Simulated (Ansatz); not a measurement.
# Zn: one candidate structure

Aim: relax Zn from this start, iodine type (Cmce, No. 64), and see where it ends.

Program: Ansatz 0.2.0. Level of theory: DFT PBE, scalar-relativistic, plane waves, PAW. These are calculated values, not measurements.

## Step 1: The starting structure

It takes space group Cmce (No. 64, orthorhombic). Conventional cell: a = 5.228 Å, b = 3.455 Å, c = 7.048 Å, α = 90.00°, β = 90.00°, γ = 90.00°. Zn (site symmetry m) is surrounded by 1 Zn at 1.95 Å.

As a file:

```
Zn
1.0
     2.61405   -1.72769    0.00000
     2.61405    1.72769    0.00000
     0.00000    0.00000    7.04767
Zn
4
Direct
  0.85000 0.15000 0.11700
  0.65000 0.35000 0.61700
  0.15000 0.85000 0.88300
  0.35000 0.65000 0.38300
```

(A quick probe on a coarse mesh, which set the mesh and smearing, is not shown.)

## Step 3: A loose first relaxation

The input, input.yaml:

```yaml
crystal:
  lattice:
    - [2.6140511515, -1.7276878389, 0.0]
    - [2.6140511515, 1.7276878389, 0.0]
    - [0.0, 0.0, 7.0476692657]
  atoms:
    - { symbol: Zn, position: [0.85, 0.15, 0.117] }
    - { symbol: Zn, position: [0.65, 0.35, 0.617] }
    - { symbol: Zn, position: [0.15, 0.85, 0.883] }
    - { symbol: Zn, position: [0.35, 0.65, 0.383] }
basis:
  ecutwfc: 420
kpoints:
  mp_grid: { grid: [6, 6, 4] }
hamiltonian:
  xc: pbe
scf:
  occupations: { method: gaussian, width: 0.1 }
  lower_state_search: "off"
output:
  forces: true
  stress: true
  eigenvalues: true
relax:
  adjacent_minimum: "off"
  f_tol: 0.04
  max_steps: 70
  cell: { stress_tol: 0.4 }
```

Further runs follow: the relaxation; relaxation repeated from the new cell.

Q: Predict the outcome of this session.

As calculated:

```
           quantity                                                                      value
cell (conventional)  a = 2.612 Å, b = 4.844 Å, c = 4.899 Å, α = 90.00°, β = 90.00°, γ = 90.00°
        space group                                                              Fmmm (No. 69)
             volume                                                              15.50 Å³/atom
    gap on the mesh                                                               none (metal)
```

In words: The structure ended in another space group than at the start: Cmce to Fmmm.
